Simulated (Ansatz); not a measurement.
**Band table of AgCl**

```yaml
crystal:
  lattice:
    - [0.00000, 2.80964, 2.80964]
    - [2.80964, 0.00000, 2.80964]
    - [2.80964, 2.80964, 0.00000]
  atoms:
    - { symbol: Ag, position: [0.50000, 0.50000, 0.50000] }
    - { symbol: Cl, position: [0.00000, 0.00000, 0.00000] }
```

Atoms are numbered in the order listed.

The geometry is COD entry 9011666, unchecked; take it as a test cell. The listed cell was then made from it by scaling, straining or moving an atom.

These are results of DFT, LDA, all-electron LAPW, scalar-relativistic in Ansatz 0.2.0, not measurements.

The runs use a Γ-centred 8×8×8 k mesh, Fermi–Dirac smearing of 0.02 eV, basis error target 0.5 meV/atom, no spin polarisation.

Path points, in fractions of the reciprocal vectors: Γ (0.000, 0.000, 0.000), X (0.500, 0.000, 0.500), U (0.625, 0.250, 0.625), K (0.375, 0.375, 0.750), L (0.500, 0.500, 0.500), W (0.500, 0.250, 0.750). Levels in eV from the valence-band top; bands 9 to 19, counted from the lowest band of the run. The gap is 0.62 eV, indirect from L (0.5, 0.5, 0.5) to Γ.

```
# k(1/Å) point b9 b10 b11 b12 b13 b14 b15 b16 b17 b18 b19
0.000 Γ -14.82 -2.36 -2.36 -2.36 -2.33 -2.33 -2.15 -2.15 -2.15 0.62 10.58
0.224 - -14.77 -3.23 -2.59 -2.59 -2.39 -2.31 -1.92 -1.92 -1.60 1.31 9.83
0.447 - -14.65 -4.03 -2.82 -2.82 -2.47 -2.27 -1.72 -1.72 -1.37 2.67 7.83
0.671 - -14.51 -4.36 -2.91 -2.91 -2.57 -2.21 -1.71 -1.71 -1.37 3.17 6.99
0.895 - -14.42 -4.27 -2.89 -2.89 -2.64 -2.17 -1.83 -1.83 -1.62 2.48 7.77
1.118 X -14.38 -4.10 -2.86 -2.86 -2.67 -2.15 -1.91 -1.91 -1.85 2.14 7.83
1.197 - -14.38 -4.09 -3.00 -2.94 -2.59 -2.05 -1.91 -1.90 -1.83 2.20 7.81
1.276 - -14.38 -4.08 -3.23 -3.10 -2.48 -1.92 -1.89 -1.84 -1.78 2.37 7.73
1.355 - -14.37 -4.05 -3.50 -3.28 -2.40 -1.93 -1.86 -1.72 -1.57 2.64 7.57
1.434 - -14.37 -4.01 -3.76 -3.45 -2.32 -1.94 -1.83 -1.66 -1.29 2.97 7.33
1.513 U -14.36 -4.01 -3.96 -3.59 -2.24 -1.96 -1.79 -1.63 -1.00 3.35 7.01
1.650 - -14.36 -4.14 -3.90 -3.67 -2.17 -1.97 -1.79 -1.60 -0.92 3.67 6.82
1.787 - -14.36 -4.21 -3.84 -3.75 -2.09 -1.99 -1.82 -1.56 -0.92 4.03 6.61
1.924 - -14.36 -4.21 -3.84 -3.75 -2.09 -1.99 -1.82 -1.56 -0.92 4.03 6.61
2.061 - -14.36 -4.14 -3.90 -3.67 -2.17 -1.97 -1.79 -1.60 -0.92 3.67 6.82
2.198 K -14.36 -4.01 -3.96 -3.59 -2.24 -1.96 -1.79 -1.63 -1.00 3.35 7.01
2.435 - -14.38 -4.52 -3.86 -3.74 -2.06 -2.04 -1.67 -1.59 -0.29 4.59 5.78
2.673 - -14.48 -4.51 -3.85 -3.44 -2.15 -2.05 -1.63 -1.62 -0.07 4.19 6.22
2.910 - -14.63 -3.97 -3.56 -3.06 -2.26 -2.15 -1.75 -1.69 -0.52 2.74 7.96
3.147 - -14.76 -3.07 -3.01 -2.66 -2.33 -2.29 -1.91 -1.91 -1.34 1.34 9.45
3.384 Γ -14.82 -2.36 -2.36 -2.36 -2.33 -2.33 -2.15 -2.15 -2.15 0.62 10.58
3.578 - -14.78 -2.81 -2.81 -2.81 -2.33 -2.33 -2.10 -1.63 -1.63 1.12 9.58
3.772 - -14.68 -3.61 -3.29 -3.29 -2.25 -2.25 -2.01 -1.03 -1.03 2.13 8.18
3.965 - -14.55 -4.34 -3.65 -3.65 -2.14 -2.14 -1.88 -0.51 -0.51 3.14 7.01
4.159 - -14.44 -4.84 -3.88 -3.88 -2.05 -2.05 -1.77 -0.14 -0.14 3.83 6.30
4.353 L -14.40 -5.02 -3.95 -3.95 -2.02 -2.02 -1.72 0.00 0.00 4.05 6.10
4.511 - -14.40 -4.95 -3.94 -3.93 -2.03 -2.02 -1.73 -0.22 -0.08 4.34 5.68
4.669 - -14.39 -4.75 -3.91 -3.88 -2.07 -2.02 -1.76 -0.70 -0.31 4.98 5.03
4.827 - -14.37 -4.46 -3.85 -3.81 -2.09 -2.01 -1.79 -1.22 -0.65 4.39 5.89
4.985 - -14.36 -4.15 -3.80 -3.77 -2.06 -1.99 -1.84 -1.65 -1.00 4.03 6.80
5.143 W -14.35 -4.00 -3.78 -3.78 -1.93 -1.92 -1.92 -1.91 -1.16 3.91 7.63
5.255 - -14.36 -3.93 -3.90 -3.63 -2.01 -1.93 -1.91 -1.88 -1.20 3.66 7.57
5.367 - -14.36 -3.99 -3.73 -3.45 -2.14 -1.94 -1.91 -1.88 -1.33 3.12 7.60
5.479 - -14.37 -4.05 -3.43 -3.24 -2.31 -1.95 -1.91 -1.89 -1.55 2.61 7.69
5.590 - -14.38 -4.09 -3.07 -3.02 -2.52 -2.02 -1.91 -1.90 -1.79 2.26 7.79
5.702 X -14.38 -4.10 -2.86 -2.86 -2.67 -2.15 -1.91 -1.91 -1.85 2.14 7.83
```
